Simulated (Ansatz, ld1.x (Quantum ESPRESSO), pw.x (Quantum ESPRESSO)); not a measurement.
**What a changed setting does to a pw.x run (sc P)**

Potential: norm-conserving Troullier–Martins (Kleinman–Bylander form), ld1.x (Quantum ESPRESSO) 7.5, PBE; core [Ne], reference 3s2 3p3; waves: 3s (bound): rc 1.65 bohr; 3p (bound): rc 1.22 bohr; 3d channel at 0.2 Ry: rc 1.60 bohr; local part: the d channel; core correction: Bessel-smoothed model core inside 0.85 bohr.

The reference run (k-mesh 13³, cutoffs 110/440 Ry, Fermi–Dirac 0.01 Ry, mixing_beta 0.4, conv_thr 1e-9, no spin) gives -0.65 GPa at 14.621 Å³/atom, where all-electron LAPW gives 0.27 GPa. This run, with its own iteration cap, changes k-mesh points per axis to 3.

```
&control
  calculation='scf', prefix='x', pseudo_dir='./', outdir='./tmp', tstress=.true., disk_io='none'
/
&system
  ibrav=0, nat=1, ntyp=1, ecutwfc=110, ecutrho=440, nbnd=9,
  occupations='smearing', smearing='fd', degauss=0.01
/
&electrons
  conv_thr=1e-09, mixing_beta=0.4, electron_maxstep=60
/
ATOMIC_SPECIES
P 1.0 P.UPF
CELL_PARAMETERS angstrom
  2.44526365 0.00000000 0.00000000
  0.00000000 2.44526365 0.00000000
  0.00000000 0.00000000 2.44526365
ATOMIC_POSITIONS crystal
P 0.0000 0.0000 0.0000
K_POINTS automatic
3 3 3 0 0 0
```

```bash
pw.x < P.scf.in > P.scf.out
```

Problem. How does the run end?

Solution. It converges in 7 iterations; the free energy moves by +212.0 meV/atom and the pressure by -3.55 GPa.

```
Message from routine setup:
     using ibrav=0 with symmetry is DISCOURAGED, use correct ibrav instead
     lattice parameter (alat)  =       4.6209  a.u.
     unit-cell volume          =      98.6674 (a.u.)^3
     number of electrons       =         5.00
     number of Kohn-Sham states=            9
     kinetic-energy cutoff     =     110.0000  Ry
     charge density cutoff     =     440.0000  Ry
     scf convergence threshold =      1.0E-09
     Exchange-correlation= PBE
     number of k points=     4  Fermi-Dirac smearing, width (Ry)=  0.0100
     iteration #  1     ecut=   110.00 Ry     beta= 0.40
     total energy              =     -27.17392837 Ry
     estimated scf accuracy    <       0.00490952 Ry
     iteration #  2     ecut=   110.00 Ry     beta= 0.40
     total energy              =     -27.17398528 Ry
     estimated scf accuracy    <       0.00175552 Ry
     iteration #  3     ecut=   110.00 Ry     beta= 0.40
     total energy              =     -27.17401707 Ry
     estimated scf accuracy    <       0.00000850 Ry
     iteration #  4     ecut=   110.00 Ry     beta= 0.40
     total energy              =     -27.17402370 Ry
     estimated scf accuracy    <       0.00000021 Ry
     iteration #  5     ecut=   110.00 Ry     beta= 0.40
     total energy              =     -27.17402371 Ry
     estimated scf accuracy    <       0.00000005 Ry
     iteration #  6     ecut=   110.00 Ry     beta= 0.40
     total energy              =     -27.17402371 Ry
     estimated scf accuracy    <          3.6E-09 Ry
     iteration #  7     ecut=   110.00 Ry     beta= 0.40
     the Fermi energy is     8.8966 ev
!    total energy              =     -27.17402371 Ry
     estimated scf accuracy    <          1.8E-11 Ry
     smearing contrib. (-TS)   =      -0.00781838 Ry
     The total energy is F=E-TS. E is the sum of the following terms:
     one-electron contribution =       5.46137700 Ry
     hartree contribution      =       0.40882599 Ry
     xc contribution           =     -17.68598622 Ry
     ewald contribution        =     -15.35042210 Ry
     convergence has been achieved in   7 iterations
          total   stress  (Ry/bohr**3)                   (kbar)     P=      -41.91
     Message from routine punch:
     Nothing written, as per user request (disk_io='none')
```

The run took about 0.7 s on one core of a shared host (Neoverse-V1, 32 threads, 247 GiB, load 27).
